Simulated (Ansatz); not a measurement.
# Graphene monolayer in a perpendicular field

What dipole does a perpendicular field induce in the graphene monolayer? A positive field points along +c.

Program: Ansatz 0.2.0. Level of theory: plane-wave DFT, PBE-D3(BJ), Ansatz PAW (set soft_1); PAW set soft_1. Results are calculated unless marked as measured.

Most raw output is cut from this account.

### 1. The structure

The cell holds 2 atoms: 2 C. Cell: a = 2.467 Å, b = 2.467 Å, c = 31.000 Å, α = 90.0°, β = 90.0°, γ = 120.0°. Vacuum lies along c.

As a file:

```cif
data_structure
_symmetry_space_group_name_H-M 'P 1'
_symmetry_Int_Tables_number 1
_cell_length_a 2.4670
_cell_length_b 2.4670
_cell_length_c 31.0000
_cell_angle_alpha 90.000
_cell_angle_beta 90.000
_cell_angle_gamma 120.000
_cell_volume 163.39
loop_
_atom_site_label
_atom_site_type_symbol
_atom_site_fract_x
_atom_site_fract_y
_atom_site_fract_z
_atom_site_occupancy
C1 C 0.66667 0.33333 0.50000 1
C2 C 0.33333 0.66667 0.50000 1
```

### 2. Relaxation

The starting cell is a guess, so the in-plane lattice and the atoms are relaxed first, with the slab cut off from its images along the normal.

Input file input.yaml:

```yaml
crystal:
  lattice:
    - [2.467, 0.0, 0.0]
    - [-1.2335, 2.1364846711, 0.0]
    - [0.0, 0.0, 31.0]
  atoms:
    - { symbol: C, position: [0.6666666667, 0.3333333333, 0.5] }
    - { symbol: C, position: [0.3333333333, 0.6666666667, 0.5] }
  periodic: [true, true, false]
kpoints:
  mp_grid: { grid: [18, 18, 1] }
hamiltonian:
  xc: pbe
  dispersion: d3bj
  pseudopotentials: { kind: paw, azcp: { folder: soft_1 } }
scf:
  occupations: { method: fermi_dirac, width: 0.05 }
  convergence: { dr2_threshold: 1.0e-09 }
relax:
  f_tol: 0.004
  max_steps: 90
  cell: {}
output:
  write_potential: true
  write_density: true
  volumetric_format: npy
```

Launch:

```console
$ ansatz run input.yaml --threads 2 --pin off --max-ram 3072MiB --backend cpu --events-out ev --progress --plain --runs-dir out
```

The job ended after 9.1 s (2 threads of Arm Neoverse N1, shared host; peak memory 0.4 GiB; 18 s of CPU time).

Little changed from the start: no atom moved by 0.005 Å and no cell edge by 0.1 %.

This step gave:

```
energy at zero smearing : -502.0610 eV
```

The lattice constant a goes from 2.467 to 2.466 Å.

### 3. Single point, field 0

A sawtooth potential applies the field, turning back in the middle of the vacuum. With the dipole correction the typed value is the field outside the slab. The induced dipole is small, so the SCF threshold is tight.

The cell differs from the one that the last finished run ended in (c 31.000 → 18.000 Å).

Input file input.yaml:

```yaml
crystal:
  lattice:
    - [2.4657242816, 0.0, 0.0]
    - [-1.2328621408, 2.1353798666, 0.0]
    - [0.0, 0.0, 18.0]
  atoms:
    - { symbol: C, position: [0.6666666667, 0.3333333333, 0.5] }
    - { symbol: C, position: [0.3333333333, 0.6666666667, 0.5] }
kpoints:
  mp_grid: { grid: [24, 24, 1] }
  band_path:
    path: [[0, 0, 0], [0.5, 0, 0], [0.33333333, 0.33333333, 0], [0, 0, 0]]
    npoints: 16
hamiltonian:
  xc: pbe
  dispersion: d3bj
  pseudopotentials: { kind: paw, azcp: { folder: soft_1 } }
scf:
  occupations: { method: fermi_dirac, width: 0.02585 }
  convergence: { dr2_threshold: 1.0e-10 }
efield:
  axis: 3
  dipole_correction: true
  ramp_position: 0.97
  ramp_width: 0.06
  amplitude: 0
output:
  dos: { projected: true, e_range: [-6, 5] }
  write_potential: true
  write_density: true
  volumetric_format: npy
  elf: true
```

Run time: 8.8 s. Hardware: 2 threads; peak memory 0.37 GiB.

Numbers from this step:

```yaml
energy_at_zero_smearing: -502.0622 eV
work_function_upper_face: 4.243 eV
dipole_along_the_normal: -5.87e-7 e·Å
```

Running mean over a fixed 2.7 Å (it still follows the layers) of the planar mean; the ramp of the sawtooth is left out. Table of electron's electrostatic potential energy less the Fermi level by z:

```
z (Å)  electron's electrostatic potential energy less the Fermi level (eV)
 2.88                                                                 4.24
 3.31                                                                 4.24
 3.74                                                                 4.24
 4.18                                                                 4.24
 4.61                                                                 4.24
 5.04                                                                 4.24
 5.47                                                                 4.24
 5.90                                                                 4.22
 6.19                                                                 4.19
 6.62                                                                 4.00
 7.06                                                                 3.16
 7.49                                                              -0.0752
 7.92                                                                -4.61
 8.35                                                                -6.87
 8.78                                                                -7.35
 9.22                                                                -7.35
 9.65                                                                -6.87
10.08                                                                -4.61
10.51                                                              -0.0752
10.94                                                                 3.16
11.38                                                                 4.00
11.81                                                                 4.19
12.10                                                                 4.22
12.53                                                                 4.24
12.96                                                                 4.24
13.39                                                                 4.24
13.82                                                                 4.24
14.26                                                                 4.24
14.69                                                                 4.24
15.12                                                                 4.24
```

The density of states has structure finer than the step of the table below, so its rows give means over 0.2 eV, whole bins alone (the curve runs from -6 to 1.99 eV). Peaks (eV: height): -5.28: 0.811, -2.39: 1.12, 1.66: 0.970, 1.75: 1.05.

The density of states by energy, zero at the Fermi level; means over each step:

```
energy (eV)  density of states (states/eV a cell)
       -5.8                                 0.751
       -5.6                                 0.630
       -5.4                                 0.622
       -5.2                                 0.748
       -5.0                                 0.656
       -4.8                                 0.622
       -4.6                                 0.602
       -4.4                                 0.595
       -4.2                                 0.578
       -4.0                                 0.575
       -3.8                                 0.559
       -3.6                                 0.566
       -3.4                                 0.555
       -3.2                                 0.563
       -3.0                                 0.388
       -2.8                                 0.388
       -2.6                                 0.445
       -2.4                                 0.627
       -2.2                                 0.403
       -2.0                                 0.320
       -1.8                                 0.249
       -1.6                                 0.216
       -1.4                                 0.174
       -1.2                                 0.147
       -1.0                                 0.112
       -0.8                                0.0991
       -0.6                                0.0599
       -0.4                                0.0365
       -0.2                                0.0183
        0.0                               0.00482
        0.2                                0.0191
        0.4                                0.0383
        0.6                                0.0665
        0.8                                 0.109
        1.0                                 0.131
        1.2                                 0.189
        1.4                                 0.253
        1.6                                 0.468
        1.8                                 0.653
```

Layers: C2 from below. The projected DOS per atom by energy from the Fermi level; read off at these points:

```
energy from the Fermi level (eV)  projected DOS per atom (states/eV)
                           -5.96                               0.461
                           -5.78                               0.338
                           -5.51                               0.275
                           -5.33                               0.371
                           -5.24                               0.386
                           -5.06                               0.334
                           -4.88                               0.313
                           -4.70                               0.303
                           -4.43                               0.297
                           -4.25                               0.289
                           -4.07                               0.287
                           -3.80                               0.278
                           -3.62                               0.283
                           -3.35                               0.277
                           -3.17                               0.283
                           -2.99                               0.179
                           -2.72                               0.201
                           -2.54                               0.236
                           -2.36                               0.349
                           -2.09                               0.177
                           -1.91                               0.146
                           -1.64                               0.110
                           -1.46                              0.0866
                           -1.28                              0.0811
                           -1.01                              0.0550
                           -0.83                              0.0501
                           -0.65                              0.0328
                           -0.38                              0.0172
                           -0.20                             0.00907
                            0.07                             0.00333
                            0.25                              0.0119
                            0.43                              0.0204
                            0.70                              0.0515
                            0.88                              0.0551
                            1.06                              0.0726
                            1.33                               0.117
                            1.51                               0.141
                            1.69                               0.368
                            1.78                               0.334
                            1.96                                0.21
```

Electronic bands along the path, in eV, zero at the Fermi level:

```
  point  band 2  band 3  band 4  band 5  band 6  band 7  band 8
      Γ   -7.63   -3.04   -3.04    3.26    4.06    4.40    5.61
halfway   -7.44   -5.89   -5.06    5.26    6.07    6.45    7.22
      M  -13.25   -6.44   -2.36    1.68    7.37   11.11   11.26
halfway  -12.85   -8.25   -1.76    1.45    9.91   11.60   11.67
      K  -12.61  -10.57    0.00    0.00   10.62   12.87   12.87
halfway   -7.78   -6.43   -5.33    5.93    6.37    6.75    7.14
      Γ   -7.63   -3.04   -3.04    3.26    4.06    4.40    5.61
```

Electrostatic potential energy in the ca plane at fractional y = 0.333, with atoms of C within 0.2 Å of it. With pseudopotentials it is smooth inside the atoms' cores, unlike the true potential.

Ten even steps from '0' (-21 eV) to '9' (2 eV), each cell a mean:
```
99999999999999999999610489999999999999999999
99999999999999999998400079999999999999999999
99999999999999999998300079999999999999999999
99999999999999999999400179999999999999999999
99999999999999999999721489999999999999999999
99999999999999999999743689999999999999999999
99999999999999999999742689999999999999999999
99999999999999999999753689999999999999999999
```
Columns run along c (18.0 Å; values clipped at the 3rd and 97th percentile), rows up along a (2.5 Å). Atoms in or near the plane, at fractional coordinates: C at (0.50, 0.67).

Valence density in the ca plane at fractional y = 0.333, with atoms of C within 0.2 Å of it. It is the smooth field of the valence electrons, not physical close to the nuclei.

Ten steps, logarithmic in the rise over the least value, from '0' (0.0 e/Å³) to '9' (1.7 e/Å³), each cell a mean:
```
00000000000000000024799853100000000000000000
00000000000000000024799863100000000000000000
00000000000000000025799963100000000000000000
00000000000000000024799863100000000000000000
00000000000000000024799853100000000000000000
00000000000000000014688752100000000000000000
00000000000000000013688752100000000000000000
00000000000000000014688752100000000000000000
```
Columns run along c (18.0 Å), rows up along a (2.5 Å). Atoms in or near the plane, at fractional coordinates: C at (0.50, 0.67).

ELF in the ca plane at fractional y = 0.333, with atoms of C within 0.2 Å of it. It is the smooth field of the valence electrons, not physical close to the nuclei.

Ten even steps from '0' (0.00) to '9' (0.78), each cell a mean:
```
00000000000000000015899963000000000000000000
00000000000000000026854774100000000000000000
00000000000000000026830674100000000000000000
00000000000000000025876874100000000000000000
00000000000000000014899963000000000000000000
00000000000000000013688742000000000000000000
00000000000000000013577641000000000000000000
00000000000000000013689852000000000000000000
```
Columns run along c (18.0 Å), rows up along a (2.5 Å). Atoms in or near the plane, at fractional coordinates: C at (0.50, 0.67).

The work function of the upper face is 4.24 eV.

### 4. Single point, field 0.1 V/Å

input.yaml: that of step 3 with these lines changed.

```diff
@@ -23,7 +23,6 @@
   dipole_correction: true
-  ramp_position: 0.97
-  ramp_width: 0.06
-  amplitude: 0
+  ramp_position: 0.9144
+  ramp_width: 0.1711
+  amplitude: 0.1
 output:
-  dos: { projected: true, e_range: [-6, 5] }
   write_potential: true
@@ -31,2 +30 @@
   volumetric_format: npy
-  elf: true
```

It took 8.5 s on 2 threads; peak memory 0.34 GiB; 17 s of CPU time.

The dipole is 0.00605 e·Å.

### 5. Single point, field -0.1 V/Å

input.yaml: that of step 4 with these lines changed.

```diff
@@ -25,3 +25,3 @@
   ramp_width: 0.1711
-  amplitude: 0.1
+  amplitude: -0.1
 output:
```

It took 8.5 s on 2 threads; peak memory 0.34 GiB; 17 s of CPU time.

The dipole is -0.00605 e·Å.

### 6. Response, atoms held

This step: plane-wave DFT, PBE-D3(BJ), Ansatz PAW (set soft_1); response to a field along the normal, atoms held; PAW set soft_1 (Ansatz 0.2.0).

The dipoles give the slope, and the difference of two potentials shows where the field is screened.

Numbers from this step:

| Item | Value |
| --- | --- |
| equivalent conductor thickness p/(ε₀AE) | 2.078 Å |
| distance between the outer atoms | 0 Å |

Dipole of the cell against applied field:

```
applied field (V/Å)  dipole of the cell (e·Å)
            -0.1000                  -0.00605
             0.0000                   -5.9e-7
             0.1000                   0.00605
```

Local field over the applied field, running mean. From the potentials at -0.1 and 0.1 V/Å; running mean over 2.5 Å. Local field over applied field against z:

z (Å), local field over applied field and a bar from the least value:
```
     4.03      1.000 ##############################
     4.32      1.000 ##############################
     4.75      0.999 ##############################
     5.04      0.999 ##############################
     5.47      0.995 ##############################
     5.76      0.990 ##############################
     6.05      0.979 #############################
     6.48      0.942 ############################
     6.77      0.894 #########################
     7.06      0.820 ######################
     7.49      0.676 ################
     7.78      0.578 ############
     8.21      0.434 ######
     8.50      0.352 ##
     8.78      0.302 
     9.22      0.302 
     9.50      0.352 ##
     9.79      0.434 ######
    10.22      0.578 ############
    10.51      0.676 ################
    10.94      0.820 ######################
    11.23      0.894 #########################
    11.52      0.942 ############################
    11.95      0.979 #############################
    12.24      0.990 ##############################
    12.53      0.995 ##############################
    12.96      0.999 ##############################
    13.25      0.999 ##############################
    13.68      1.000 ##############################
    13.97      1.000 ##############################
```

Electrons, planar mean, per unit field. Table of induced electron density by z:

z (Å), induced electron density (e/Å³ per V/Å) and a bar from the least value:
```
      4.5    0.00000 ###############
      5.0    0.00000 ###############
      5.5    0.00002 ###############
      6.0    0.00007 ###############
      6.5    0.00026 ################
      7.0    0.00086 ##################
      7.5    0.00239 #######################
      8.0    0.00430 ##############################
      8.5    0.00194 ######################
      9.0    0.00000 ###############
      9.5   -0.00194 ########
     10.0   -0.00430 
     10.5   -0.00239 #######
     11.0   -0.00086 ############
     11.5   -0.00026 ##############
     12.0   -0.00007 ###############
     12.5   -0.00002 ###############
     13.0    0.00000 ###############
     13.5    0.00000 ###############
```

By hand: between -0.1 and 0.1 V/Å the dipole changes by 0.01209 e·Å, a slope of 0.06046 e·Å²/V. A perfect conductor of thickness t has p = ε₀AEt, so t = 180.95 × 0.06046 / 5.265 = 2.08 Å (e/ε₀ = 180.95 V·Å, A in Å²).

The induced dipole is that of a conductor 2.08 Å thick.

### 7. Outcome

| Item | Value |
| --- | --- |
| gap without field | none |
| work function, upper face | 4.24 eV |
| equivalent conductor thickness, atoms held | 2.08 Å |

**Reading.** The induced dipole equals that of a perfect conductor 2.08 Å thick, for a flat layer of atoms. There is no gap over 0.03 eV, with or without the field.

[Logs are printed without paths, hosts, clocks, repeated set-up lines and the standing remarks that a program may print on its own settings, such as how far it seeks lower states.]

[Hosts, paths, dates, database ids (printed as entryN), source tags and the programs' standing remarks are cut or masked in the printed files.]

[Maps of the electrostatic potential energy from Ansatz leave out the sawtooth potential of an applied field or a dipole correction, so their vacuum need not be flat; planar profiles and work functions include it.]

[The density of states shown here was stored with 400 of the rows of the run's finer table, so its peaks can read low, often by over a quarter, or be missed, and its means over a window can be off by a tenth or more.]
